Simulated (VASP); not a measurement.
# Ga (I4/mmm) in VASP: notebook, part 2 of 6

VASP 6.6.1. Earlier steps stand in the parts before.

## (16) Equation of state, PBE, 17.19 Å³/atom

File INCAR:

```
ADDGRID = F ; ALGO = Normal
EDIFF = 1E-7 ; ENCUT = 300
GGA = PE ; ISIF = 2
ISMEAR = 1 ; LASPH = T
LCHARG = F ; LREAL = F
LWAVE = F ; NELM = 100
PREC = Accurate ; SIGMA = 0.15
```

File KPOINTS:

```
k-points
0
Gamma
  8 8 8
```

File POSCAR:

```
Ga
1.0
   -1.3704139380      1.3704139380      2.2878765449
    1.3704139380     -1.3704139380      2.2878765449
    1.3704139380      1.3704139380     -2.2878765449
Ga
1
Direct
    0.0000000000      0.0000000000      0.0000000000
```

Command:

```sh
cat potpaw_PBE.64/Ga_d/POTCAR > POTCAR
mpirun -np 1 vasp_std > vasp.out
```

Run time: 2.8 s. Hardware: 1 thread of Intel Xeon 6975P-C (Granite Rapids), shared host; peak memory 0.11 GiB.

These settings aren't checked as converged: the numbers below hold their error.

Results:

```yaml
Free_energy: -2.8826 eV
Band_gap_on_the_k_mesh: none (metal or under the smearing width)
```

Caveat: the k mesh is coarse (spacing up to 0.41 Å⁻¹), so the values aren't converged; the cutoff is under 1.25 times the usual one of these potentials, so pressure, stress and relaxed cells hold a basis-set (Pulay) error.

## (17) Equation of state, PBE, 18.25 Å³/atom

INCAR is that of step 16.

KPOINTS is that of step 16.

File POSCAR:

```
Ga
1.0
   -1.3981065291      1.3981065291      2.3341087291
    1.3981065291     -1.3981065291      2.3341087291
    1.3981065291      1.3981065291     -2.3341087291
Ga
1
Direct
    0.0000000000      0.0000000000      0.0000000000
```

Command:

```sh
cat potpaw_PBE.64/Ga_d/POTCAR > POTCAR
mpirun -np 1 vasp_std > vasp.out
```

Run time: 2.8 s. Hardware: 1 thread of Intel Xeon 6975P-C (Granite Rapids), shared host; peak memory 0.11 GiB.

These settings aren't checked as converged: the numbers below hold their error.

Results:

```
Free energy            : -2.9087 eV
Band gap on the k mesh : none (metal or under the smearing width)
```

Caveat: the k mesh is coarse (spacing up to 0.40 Å⁻¹), so the values aren't converged; the cutoff is under 1.25 times the usual one of these potentials, so pressure, stress and relaxed cells hold a basis-set (Pulay) error.

## (18) Equation of state, PBE, 17.19 Å³/atom

Edit INCAR of step 17 so:

```diff
@@ -1,3 +1,3 @@
 ADDGRID = F ; ALGO = Normal
-EDIFF = 1E-7 ; ENCUT = 300
+EDIFF = 1E-7 ; ENCUT = 350
 GGA = PE ; ISIF = 2
```

KPOINTS is that of step 17.

File POSCAR:

```
Ga
1.0
   -1.3704139380      1.3704139380      2.2878765449
    1.3704139380     -1.3704139380      2.2878765449
    1.3704139380      1.3704139380     -2.2878765449
Ga
1
Direct
    0.0000000000      0.0000000000      0.0000000000
```

Potentials or basis: VASP PAW PBE potentials, release 64 (Ga_d).

Command:

```sh
cat potpaw_PBE.64/Ga_d/POTCAR > POTCAR
mpirun -np 1 vasp_std > vasp.out
```

Wall time 2.8 s (1 thread of Intel Xeon 6975P-C (Granite Rapids), shared host); peak memory 0.12 GiB.

These settings aren't checked as converged: the numbers below hold their error.

What came out:

```
Free energy            : -2.8816 eV
Pressure               : 5.8 GPa
Band gap on the k mesh : none (metal or under the smearing width)
```

Caveat: the k mesh is coarse (spacing up to 0.41 Å⁻¹), so the values aren't converged; the cutoff is under 1.25 times the usual one of these potentials, so pressure, stress and relaxed cells hold a basis-set (Pulay) error.

## (19) Equation of state, PBE, 18.25 Å³/atom

INCAR is that of step 18.

KPOINTS is that of step 18.

File POSCAR:

```
Ga
1.0
   -1.3981065291      1.3981065291      2.3341087291
    1.3981065291     -1.3981065291      2.3341087291
    1.3981065291      1.3981065291     -2.3341087291
Ga
1
Direct
    0.0000000000      0.0000000000      0.0000000000
```

Command:

```sh
cat potpaw_PBE.64/Ga_d/POTCAR > POTCAR
mpirun -np 1 vasp_std > vasp.out
```

Wall time 3.3 s (1 thread of Intel Xeon 6975P-C (Granite Rapids), shared host); peak memory 0.12 GiB.

These settings aren't checked as converged: the numbers below hold their error.

Results:

| Quantity | Value |
| --- | --- |
| Free energy | -2.9075 eV |
| Pressure | 1.6 GPa |
| Band gap on the k mesh | none (metal or under the smearing width) |

Caveat: the k mesh is coarse (spacing up to 0.40 Å⁻¹), so the values aren't converged; the cutoff is under 1.25 times the usual one of these potentials, so pressure, stress and relaxed cells hold a basis-set (Pulay) error.

## (20) Equation of state, PBE, 17.19 Å³/atom

Edit INCAR of step 19 so:

```diff
@@ -1,3 +1,3 @@
 ADDGRID = F ; ALGO = Normal
-EDIFF = 1E-7 ; ENCUT = 350
+EDIFF = 1E-7 ; ENCUT = 400
 GGA = PE ; ISIF = 2
```

KPOINTS is that of step 19.

File POSCAR:

```
Ga
1.0
   -1.3704139380      1.3704139380      2.2878765449
    1.3704139380     -1.3704139380      2.2878765449
    1.3704139380      1.3704139380     -2.2878765449
Ga
1
Direct
    0.0000000000      0.0000000000      0.0000000000
```

Command:

```sh
cat potpaw_PBE.64/Ga_d/POTCAR > POTCAR
mpirun -np 1 vasp_std > vasp.out
```

Run time: 3.2 s. Hardware: 1 thread of Intel Xeon 6975P-C (Granite Rapids), shared host; peak memory 0.12 GiB.

These settings aren't checked as converged: the numbers below hold their error.

What came out:

```
Free energy            : -2.8809 eV
Pressure               : 5.6 GPa
Band gap on the k mesh : none (metal or under the smearing width)
```

Caveat: the k mesh is coarse (spacing up to 0.41 Å⁻¹), so the values aren't converged.

## (21) Equation of state, PBE, 18.25 Å³/atom

INCAR is that of step 20.

KPOINTS is that of step 20.

File POSCAR:

```
Ga
1.0
   -1.3981065291      1.3981065291      2.3341087291
    1.3981065291     -1.3981065291      2.3341087291
    1.3981065291      1.3981065291     -2.3341087291
Ga
1
Direct
    0.0000000000      0.0000000000      0.0000000000
```

Potentials or basis: VASP PAW PBE potentials, release 64 (Ga_d).

Command:

```sh
cat potpaw_PBE.64/Ga_d/POTCAR > POTCAR
mpirun -np 1 vasp_std > vasp.out
```

Run time: 3.3 s. Hardware: 1 thread of Intel Xeon 6975P-C (Granite Rapids), shared host; peak memory 0.12 GiB.

The run converged, but some of its settings lie outside the range that counts as converged, so its numbers aren't taken as properties of the crystal.

Results:

```
Free energy            : -2.9071 eV
Pressure               : 1.5 GPa
Band gap on the k mesh : none (metal or under the smearing width)
```

Caveat: the k mesh is coarse (spacing up to 0.40 Å⁻¹), so the values aren't converged.

## (22) Equation of state, PBE, 17.19 Å³/atom

Edit INCAR of step 21 so:

```diff
@@ -1,3 +1,3 @@
 ADDGRID = F ; ALGO = Normal
-EDIFF = 1E-7 ; ENCUT = 400
+EDIFF = 1E-7 ; ENCUT = 450
 GGA = PE ; ISIF = 2
```

KPOINTS is that of step 21.

File POSCAR:

```
Ga
1.0
   -1.3704139380      1.3704139380      2.2878765449
    1.3704139380     -1.3704139380      2.2878765449
    1.3704139380      1.3704139380     -2.2878765449
Ga
1
Direct
    0.0000000000      0.0000000000      0.0000000000
```

Command:

```sh
cat potpaw_PBE.64/Ga_d/POTCAR > POTCAR
mpirun -np 1 vasp_std > vasp.out
```

It took 3.6 s on 1 thread of Intel Xeon 6975P-C (Granite Rapids), shared host; peak memory 0.13 GiB.

These settings aren't checked as converged: the numbers below hold their error.

What came out:

- Free energy: -2.8815 eV
- Pressure: 5.9 GPa
- Band gap on the k mesh: none (metal or under the smearing width)

Caveat: the k mesh is coarse (spacing up to 0.41 Å⁻¹), so the values aren't converged.

## (23) Equation of state, PBE, 18.25 Å³/atom

INCAR is that of step 22.

KPOINTS is that of step 22.

File POSCAR:

```
Ga
1.0
   -1.3981065291      1.3981065291      2.3341087291
    1.3981065291     -1.3981065291      2.3341087291
    1.3981065291      1.3981065291     -2.3341087291
Ga
1
Direct
    0.0000000000      0.0000000000      0.0000000000
```

Command:

```sh
cat potpaw_PBE.64/Ga_d/POTCAR > POTCAR
mpirun -np 1 vasp_std > vasp.out
```

Run time: 3.6 s. Hardware: 1 thread of Intel Xeon 6975P-C (Granite Rapids), shared host; peak memory 0.13 GiB.

These settings aren't checked as converged: the numbers below hold their error.

Results:

* Free energy: -2.9076 eV
* Pressure: 1.7 GPa
* Band gap on the k mesh: none (metal or under the smearing width)

Caveat: the k mesh is coarse (spacing up to 0.40 Å⁻¹), so the values aren't converged.

## (24) Equation of state, PBE, 17.19 Å³/atom

Edit INCAR of step 23 so:

```diff
@@ -1,3 +1,3 @@
 ADDGRID = F ; ALGO = Normal
-EDIFF = 1E-7 ; ENCUT = 450
+EDIFF = 1E-7 ; ENCUT = 300
 GGA = PE ; ISIF = 2
```

File KPOINTS:

```
k-points
0
Gamma
  10 10 10
```

File POSCAR:

```
Ga
1.0
   -1.3704139380      1.3704139380      2.2878765449
    1.3704139380     -1.3704139380      2.2878765449
    1.3704139380      1.3704139380     -2.2878765449
Ga
1
Direct
    0.0000000000      0.0000000000      0.0000000000
```

Potentials or basis: VASP PAW PBE potentials, release 64 (Ga_d).

Command:

```sh
cat potpaw_PBE.64/Ga_d/POTCAR > POTCAR
mpirun -np 1 vasp_std > vasp.out
```

Run time: 3.9 s. Hardware: 1 thread of Intel Xeon 6975P-C (Granite Rapids), shared host; peak memory 0.12 GiB.

The run converged, but some of its settings lie outside the range that counts as converged, so its numbers aren't taken as properties of the crystal.

What came out:

| Property | Result |
| --- | --- |
| Free energy | -2.8482 eV |
| Band gap on the k mesh | none (metal or under the smearing width) |

Caveat: the cutoff is under 1.25 times the usual one of these potentials, so pressure, stress and relaxed cells hold a basis-set (Pulay) error.

## (25) Equation of state, PBE, 18.25 Å³/atom

INCAR is that of step 24.

KPOINTS is that of step 24.

File POSCAR:

```
Ga
1.0
   -1.3981065291      1.3981065291      2.3341087291
    1.3981065291     -1.3981065291      2.3341087291
    1.3981065291      1.3981065291     -2.3341087291
Ga
1
Direct
    0.0000000000      0.0000000000      0.0000000000
```

Command:

```sh
cat potpaw_PBE.64/Ga_d/POTCAR > POTCAR
mpirun -np 1 vasp_std > vasp.out
```

Run time: 3.9 s. Hardware: 1 thread of Intel Xeon 6975P-C (Granite Rapids), shared host; peak memory 0.12 GiB.

The run converged, but some of its settings lie outside the range that counts as converged, so its numbers aren't taken as properties of the crystal.

Results:

| Item | Value |
| --- | --- |
| Free energy | -2.8755 eV |
| Band gap on the k mesh | none (metal or under the smearing width) |

Caveat: the cutoff is under 1.25 times the usual one of these potentials, so pressure, stress and relaxed cells hold a basis-set (Pulay) error.

## (26) Equation of state, PBE, 17.19 Å³/atom

Edit INCAR of step 25 so:

```diff
@@ -1,3 +1,3 @@
 ADDGRID = F ; ALGO = Normal
-EDIFF = 1E-7 ; ENCUT = 300
+EDIFF = 1E-7 ; ENCUT = 350
 GGA = PE ; ISIF = 2
```

KPOINTS is that of step 25.

File POSCAR:

```
Ga
1.0
   -1.3704139380      1.3704139380      2.2878765449
    1.3704139380     -1.3704139380      2.2878765449
    1.3704139380      1.3704139380     -2.2878765449
Ga
1
Direct
    0.0000000000      0.0000000000      0.0000000000
```

Command:

```sh
cat potpaw_PBE.64/Ga_d/POTCAR > POTCAR
mpirun -np 1 vasp_std > vasp.out
```

It took 4.1 s on 1 thread of Intel Xeon 6975P-C (Granite Rapids), shared host; peak memory 0.12 GiB.

These settings aren't checked as converged: the numbers below hold their error.

Results:

```
Free energy            : -2.8472 eV
Pressure               : 5.9 GPa
Band gap on the k mesh : none (metal or under the smearing width)
```

Caveat: the cutoff is under 1.25 times the usual one of these potentials, so pressure, stress and relaxed cells hold a basis-set (Pulay) error.

## (27) Equation of state, PBE, 18.25 Å³/atom

INCAR is that of step 26.

KPOINTS is that of step 26.

File POSCAR:

```
Ga
1.0
   -1.3981065291      1.3981065291      2.3341087291
    1.3981065291     -1.3981065291      2.3341087291
    1.3981065291      1.3981065291     -2.3341087291
Ga
1
Direct
    0.0000000000      0.0000000000      0.0000000000
```

Potentials or basis: VASP PAW PBE potentials, release 64 (Ga_d).

Command:

```sh
cat potpaw_PBE.64/Ga_d/POTCAR > POTCAR
mpirun -np 1 vasp_std > vasp.out
```

It took 4.8 s on 1 thread of Intel Xeon 6975P-C (Granite Rapids), shared host; peak memory 0.12 GiB.

The run converged, but some of its settings lie outside the range that counts as converged, so its numbers aren't taken as properties of the crystal.

What came out:

```
Free energy            : -2.8744 eV
Pressure               : 1.8 GPa
Band gap on the k mesh : none (metal or under the smearing width)
```

Caveat: the cutoff is under 1.25 times the usual one of these potentials, so pressure, stress and relaxed cells hold a basis-set (Pulay) error.

## (28) Equation of state, PBE, 17.19 Å³/atom

Edit INCAR of step 27 so:

```diff
@@ -1,3 +1,3 @@
 ADDGRID = F ; ALGO = Normal
-EDIFF = 1E-7 ; ENCUT = 350
+EDIFF = 1E-7 ; ENCUT = 550
 GGA = PE ; ISIF = 2
```

File KPOINTS:

```
k-points
0
Gamma
  8 8 8
```

File POSCAR:

```
Ga
1.0
   -1.3704139380      1.3704139380      2.2878765449
    1.3704139380     -1.3704139380      2.2878765449
    1.3704139380      1.3704139380     -2.2878765449
Ga
1
Direct
    0.0000000000      0.0000000000      0.0000000000
```

Command:

```sh
cat potpaw_PBE.64/Ga_d/POTCAR > POTCAR
mpirun -np 1 vasp_std > vasp.out
```

Run time: 3.8 s. Hardware: 1 thread of Intel Xeon 6975P-C (Granite Rapids), shared host; peak memory 0.14 GiB.

These settings aren't checked as converged: the numbers below hold their error.

Results:

| Item | Value |
| --- | --- |
| Free energy | -2.8819 eV |
| Pressure | 6.1 GPa |
| Band gap on the k mesh | none (metal or under the smearing width) |

Caveat: the k mesh is coarse (spacing up to 0.41 Å⁻¹), so the values aren't converged.

## (29) Equation of state, PBE, 18.25 Å³/atom

INCAR is that of step 28.

KPOINTS is that of step 28.

File POSCAR:

```
Ga
1.0
   -1.3981065291      1.3981065291      2.3341087291
    1.3981065291     -1.3981065291      2.3341087291
    1.3981065291      1.3981065291     -2.3341087291
Ga
1
Direct
    0.0000000000      0.0000000000      0.0000000000
```

Command:

```sh
cat potpaw_PBE.64/Ga_d/POTCAR > POTCAR
mpirun -np 1 vasp_std > vasp.out
```

Wall time 3.7 s (1 thread of Intel Xeon 6975P-C (Granite Rapids), shared host); peak memory 0.13 GiB.

The run converged, but some of its settings lie outside the range that counts as converged, so its numbers aren't taken as properties of the crystal.

What came out:

- Free energy: -2.9079 eV
- Pressure: 1.9 GPa
- Band gap on the k mesh: none (metal or under the smearing width)

Caveat: the k mesh is coarse (spacing up to 0.40 Å⁻¹), so the values aren't converged.

## (30) Equation of state, PBE, 17.19 Å³/atom

Edit INCAR of step 29 so:

```diff
@@ -1,3 +1,3 @@
 ADDGRID = F ; ALGO = Normal
-EDIFF = 1E-7 ; ENCUT = 550
+EDIFF = 1E-7 ; ENCUT = 400
 GGA = PE ; ISIF = 2
```

File KPOINTS:

```
k-points
0
Gamma
  10 10 10
```

File POSCAR:

```
Ga
1.0
   -1.3704139380      1.3704139380      2.2878765449
    1.3704139380     -1.3704139380      2.2878765449
    1.3704139380      1.3704139380     -2.2878765449
Ga
1
Direct
    0.0000000000      0.0000000000      0.0000000000
```

Potentials or basis: VASP PAW PBE potentials, release 64 (Ga_d).

Command:

```sh
cat potpaw_PBE.64/Ga_d/POTCAR > POTCAR
mpirun -np 1 vasp_std > vasp.out
```

Wall time 5 s (1 thread of Intel Xeon 6975P-C (Granite Rapids), shared host); peak memory 0.12 GiB.

These settings aren't checked as converged: the numbers below hold their error.

Results:

```
Free energy            : -2.8466 eV
Pressure               : 5.8 GPa
Band gap on the k mesh : none (metal or under the smearing width)
```

## (31) Equation of state, PBE, 18.25 Å³/atom

INCAR is that of step 30.

KPOINTS is that of step 30.

File POSCAR:

```
Ga
1.0
   -1.3981065291      1.3981065291      2.3341087291
    1.3981065291     -1.3981065291      2.3341087291
    1.3981065291      1.3981065291     -2.3341087291
Ga
1
Direct
    0.0000000000      0.0000000000      0.0000000000
```

Command:

```sh
cat potpaw_PBE.64/Ga_d/POTCAR > POTCAR
mpirun -np 1 vasp_std > vasp.out
```

It took 4.8 s on 1 thread of Intel Xeon 6975P-C (Granite Rapids), shared host; peak memory 0.12 GiB.

The run converged, but some of its settings lie outside the range that counts as converged, so its numbers aren't taken as properties of the crystal.

Results:

```yaml
Free_energy: -2.8739 eV
Pressure: 1.6 GPa
Band_gap_on_the_k_mesh: none (metal or under the smearing width)
```

## (32) Equation of state, PBE, 17.19 Å³/atom

Edit INCAR of step 31 so:

```diff
@@ -1,3 +1,3 @@
 ADDGRID = F ; ALGO = Normal
-EDIFF = 1E-7 ; ENCUT = 400
+EDIFF = 1E-7 ; ENCUT = 300
 GGA = PE ; ISIF = 2
```

File KPOINTS:

```
k-points
0
Gamma
  12 12 12
```

File POSCAR:

```
Ga
1.0
   -1.3704139380      1.3704139380      2.2878765449
    1.3704139380     -1.3704139380      2.2878765449
    1.3704139380      1.3704139380     -2.2878765449
Ga
1
Direct
    0.0000000000      0.0000000000      0.0000000000
```

Command:

```sh
cat potpaw_PBE.64/Ga_d/POTCAR > POTCAR
mpirun -np 1 vasp_std > vasp.out
```

It took 5.6 s on 1 thread of Intel Xeon 6975P-C (Granite Rapids), shared host; peak memory 0.12 GiB.

The run converged, but some of its settings lie outside the range that counts as converged, so its numbers aren't taken as properties of the crystal.

What came out:

```yaml
Free_energy: -2.8547 eV
Band_gap_on_the_k_mesh: none (metal or under the smearing width)
```

Caveat: the cutoff is under 1.25 times the usual one of these potentials, so pressure, stress and relaxed cells hold a basis-set (Pulay) error.

## (33) Equation of state, PBE, 18.25 Å³/atom

INCAR is that of step 32.

KPOINTS is that of step 32.

File POSCAR:

```
Ga
1.0
   -1.3981065291      1.3981065291      2.3341087291
    1.3981065291     -1.3981065291      2.3341087291
    1.3981065291      1.3981065291     -2.3341087291
Ga
1
Direct
    0.0000000000      0.0000000000      0.0000000000
```

Potentials or basis: VASP PAW PBE potentials, release 64 (Ga_d).

Command:

```sh
cat potpaw_PBE.64/Ga_d/POTCAR > POTCAR
mpirun -np 1 vasp_std > vasp.out
```

It took 5.6 s on 1 thread of Intel Xeon 6975P-C (Granite Rapids), shared host; peak memory 0.12 GiB.

The run converged, but some of its settings lie outside the range that counts as converged, so its numbers aren't taken as properties of the crystal.

Results:

* Free energy: -2.8816 eV
* Band gap on the k mesh: none (metal or under the smearing width)

Caveat: the cutoff is under 1.25 times the usual one of these potentials, so pressure, stress and relaxed cells hold a basis-set (Pulay) error.

## (34) Equation of state, PBE, 17.19 Å³/atom

Edit INCAR of step 33 so:

```diff
@@ -1,3 +1,3 @@
 ADDGRID = F ; ALGO = Normal
-EDIFF = 1E-7 ; ENCUT = 300
+EDIFF = 1E-7 ; ENCUT = 700
 GGA = PE ; ISIF = 2
```

File KPOINTS:

```
k-points
0
Gamma
  8 8 8
```

File POSCAR:

```
Ga
1.0
   -1.3704139380      1.3704139380      2.2878765449
    1.3704139380     -1.3704139380      2.2878765449
    1.3704139380      1.3704139380     -2.2878765449
Ga
1
Direct
    0.0000000000      0.0000000000      0.0000000000
```

Command:

```sh
cat potpaw_PBE.64/Ga_d/POTCAR > POTCAR
mpirun -np 1 vasp_std > vasp.out
```

It took 6.8 s on 1 thread of Intel Xeon 6975P-C (Granite Rapids), shared host; peak memory 0.17 GiB.

These settings aren't checked as converged: the numbers below hold their error.

Results:

* Free energy: -2.8819 eV
* Pressure: 6.1 GPa
* Band gap on the k mesh: none (metal or under the smearing width)

Caveat: the k mesh is coarse (spacing up to 0.41 Å⁻¹), so the values aren't converged.

## (35) Equation of state, PBE, 18.25 Å³/atom

INCAR is that of step 34.

KPOINTS is that of step 34.

File POSCAR:

```
Ga
1.0
   -1.3981065291      1.3981065291      2.3341087291
    1.3981065291     -1.3981065291      2.3341087291
    1.3981065291      1.3981065291     -2.3341087291
Ga
1
Direct
    0.0000000000      0.0000000000      0.0000000000
```

Command:

```sh
cat potpaw_PBE.64/Ga_d/POTCAR > POTCAR
mpirun -np 1 vasp_std > vasp.out
```

Wall time 6.9 s (1 thread of Intel Xeon 6975P-C (Granite Rapids), shared host); peak memory 0.16 GiB.

These settings aren't checked as converged: the numbers below hold their error.

Results:

```
Free energy            : -2.9079 eV
Pressure               : 1.9 GPa
Band gap on the k mesh : none (metal or under the smearing width)
```

Caveat: the k mesh is coarse (spacing up to 0.40 Å⁻¹), so the values aren't converged.

## (36) Equation of state, PBE, 17.19 Å³/atom

Edit INCAR of step 35 so:

```diff
@@ -1,3 +1,3 @@
 ADDGRID = F ; ALGO = Normal
-EDIFF = 1E-7 ; ENCUT = 700
+EDIFF = 1E-7 ; ENCUT = 450
 GGA = PE ; ISIF = 2
```

File KPOINTS:

```
k-points
0
Gamma
  10 10 10
```

File POSCAR:

```
Ga
1.0
   -1.3704139380      1.3704139380      2.2878765449
    1.3704139380     -1.3704139380      2.2878765449
    1.3704139380      1.3704139380     -2.2878765449
Ga
1
Direct
    0.0000000000      0.0000000000      0.0000000000
```

Potentials or basis: VASP PAW PBE potentials, release 64 (Ga_d).

Command:

```sh
cat potpaw_PBE.64/Ga_d/POTCAR > POTCAR
mpirun -np 1 vasp_std > vasp.out
```

It took 5.2 s on 1 thread of Intel Xeon 6975P-C (Granite Rapids), shared host; peak memory 0.14 GiB.

These settings aren't checked as converged: the numbers below hold their error.

What came out:

```
Free energy            : -2.8472 eV
Pressure               : 6.1 GPa
Band gap on the k mesh : none (metal or under the smearing width)
```

## (37) Equation of state, PBE, 18.25 Å³/atom

INCAR is that of step 36.

KPOINTS is that of step 36.

File POSCAR:

```
Ga
1.0
   -1.3981065291      1.3981065291      2.3341087291
    1.3981065291     -1.3981065291      2.3341087291
    1.3981065291      1.3981065291     -2.3341087291
Ga
1
Direct
    0.0000000000      0.0000000000      0.0000000000
```

Command:

```sh
cat potpaw_PBE.64/Ga_d/POTCAR > POTCAR
mpirun -np 1 vasp_std > vasp.out
```

Wall time 5.2 s (1 thread of Intel Xeon 6975P-C (Granite Rapids), shared host); peak memory 0.15 GiB.

These settings aren't checked as converged: the numbers below hold their error.

Results:

| Property | Result |
| --- | --- |
| Free energy | -2.8744 eV |
| Pressure | 1.9 GPa |
| Band gap on the k mesh | none (metal or under the smearing width) |

(Continued in part 3 of 6.)
